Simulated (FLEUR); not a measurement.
# Co under changes of volume

One of the cells (10.886 Å³/atom); the others are scaled copies at fixed shape and fractional positions:

```xyz
2
Lattice="2.4874 0.0000 0.0000 -1.2437 2.1541 0.0000 0.0000 0.0000 4.0633" Properties=species:S:1:pos:R:3 pbc="T T T"
Co    0.0000    1.4361    3.0074
Co    1.2437    0.7180    1.0559
```

- Program: FLEUR MaX-R8.1 (later development tree)
- Functional: r2SCAN
- Potentials or basis: all-electron
- Basis: FLAPW
- Kmax: 4.76 1/bohr
- k mesh: 12 × 12 × 7
- Occupations: fermi-dirac, width 0.05 eV
- Spin: collinear spin, ferromagnetic start
- Starting moments: [2.0, 2.0] μB

```tsv
volume (Å³/atom)	energy over the lowest point (meV/atom)	moment (μB per cell)
10.233	?	?
10.450	3.86	3.56
10.886	0.00	3.59
11.321	19.74	3.60
11.539	36.86	3.61
```

Q: What does the run at 10.233 Å³/atom give?

A: Energy over the lowest point 16.21 meV/atom; moment 3.52 μB per cell.

Worked out: A Birch-Murnaghan fit of order 2 (a polynomial in V^(-2/3)) to the other rows has its minimum at 10.73 Å³/atom with B0 = V·E''(V) = 228 GPa at fixed shape and positions, which overstates the stiffness. It gives 16.08 meV/atom at 10.233 Å³/atom, against the run's 16.21. A straight line through the other rows of the moment, of slope 0.0436 μB per Å³/atom, extrapolates to 3.55 μB, against the run's 3.52.

Energies are extrapolated to zero smearing.

Caveats: the meta-GGA is that of a development version, with a GGA for the radial functions and cores and without core tails.
